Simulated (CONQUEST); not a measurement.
Wanted: the native input for a CONQUEST 1.3 run.

- Task: single point
- Functional: PBE
- Potentials or basis: PseudoDojo NC PBE, DZ, grid cutoff 120 Ha
- k mesh: 6 × 6 × 3
- Occupations: fermi-dirac, width 0.05 eV
- Spin: no spin polarisation
- Solver: diagonalisation
- SCF tolerance: 1e-06

Crystal: SnSe.

```
CELL_PARAMETERS angstrom
4.19000 0.00000 0.00000
0.00000 4.46000 0.00000
0.00000 0.00000 11.42000
ATOMIC_POSITIONS crystal
Sn 0.75000 0.90900 0.87700
Sn 0.25000 0.40900 0.62300
Sn 0.75000 0.59100 0.37700
Sn 0.25000 0.09100 0.12300
Se 0.75000 0.98400 0.64300
Se 0.25000 0.48400 0.85700
Se 0.75000 0.51600 0.14300
Se 0.25000 0.01600 0.35700
```

These files were run (other wordings do the same):

Conquest_input

```
IO.Title SnSe
IO.Coordinates coords.dat
IO.FractionalAtomicCoords T
IO.Iprint 2
IO.Iprint_init 1
General.NumberOfSpecies 2
General.PseudopotentialType hamann
AtomMove.TypeOfRun static
AtomMove.FullStress T
Grid.GridCutoff 120
DM.SolutionMethod diagon
Diag.MPMesh T
Diag.GammaCentred T
Diag.MPMeshX 6
Diag.MPMeshY 6
Diag.MPMeshZ 3
Diag.kT 0.00183747
minE.SCTolerance 1e-6
SC.MaxIters 100
IO.AtomChargeOutput T
%block ChemicalSpeciesLabel
1 118.710 Sn
2 78.960 Se
%endblock
```

coords.dat

```
    7.9179524622     0.0000000000     0.0000000000
    0.0000000000     8.4281785158     0.0000000000
    0.0000000000     0.0000000000    21.5806723432
8
  0.7500000000   0.9090000000   0.8770000000 1 T T T
  0.2500000000   0.4090000000   0.6230000000 1 T T T
  0.7500000000   0.5910000000   0.3770000000 1 T T T
  0.2500000000   0.0910000000   0.1230000000 1 T T T
  0.7500000000   0.9840000000   0.6430000000 2 T T T
  0.2500000000   0.4840000000   0.8570000000 2 T T T
  0.7500000000   0.5160000000   0.1430000000 2 T T T
  0.2500000000   0.0160000000   0.3570000000 2 T T T
```

Potentials or basis: PseudoDojo NC PBE, DZ, grid cutoff 120 Ha.

Run with:

```console
$ Conquest
```

It gave:

```yaml
Pressure: 5.6 GPa
Largest_force: 1.163 eV/Å
Band_gap_on_the_k_mesh: 0.58 eV, indirect (least direct gap 0.72 eV)
Mulliken_charges: Sn +0.47; Se -0.47 e
```

Caveat: the atomic basis is small; Mulliken charges move with the basis; spin-orbit coupling is left out, which moves the levels of the heavy elements; an odd mesh through Γ misses points on the zone boundary, where band edges often lie; the basis of atomic orbitals isn't converged, which shifts pressures, moduli and gaps; forces of over 1 eV/Å show positions far from the minimum, so gaps and moduli don't describe the material at rest.

Wall time 40 s on 1 thread of AMD EPYC 9R45 96-Core Processor (Zen 5), with other jobs on the host, peak memory 0.95 GiB.
